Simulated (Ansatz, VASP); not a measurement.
# Mg in VASP and in Ansatz

```
Mg
1.0
     0.00000    2.24426    2.24426
     2.24426    0.00000    2.24426
     2.24426    2.24426    0.00000
Mg
1
Direct
  0.00000 0.00000 0.00000
```

This isn't the form of Mg at room conditions, which is hcp.

Alike in both runs: task single point; functional PBE; k mesh 14 × 14 × 14; occupations gaussian, width 0.05 eV; no spin polarisation.

|  | VASP | Ansatz |
| --- | --- | --- |
| version | VASP 6.6.1 | Ansatz 0.2.0 |
| potentials or method | VASP PAW PBE potentials, release 64 (Mg) | scalar-relativistic, plane waves, PAW |
| plane-wave cutoff (eV) | 520 | 420 |
| valence electrons in the cell | 2 | 10 |

|  | VASP | Ansatz | Ansatz less VASP |
| --- | --- | --- | --- |
| gap on the k mesh at the Fermi level (eV) | none | none | - |
| pressure (GPa) | 0.8 | 0.9 | +0.12 |

A gap of «none» marks a metal or a gap that the smearing closes. With one functional, cell and mesh, what is left measures potentials, basis and numerics. The two sets of potentials don't hold the same shells in valence.
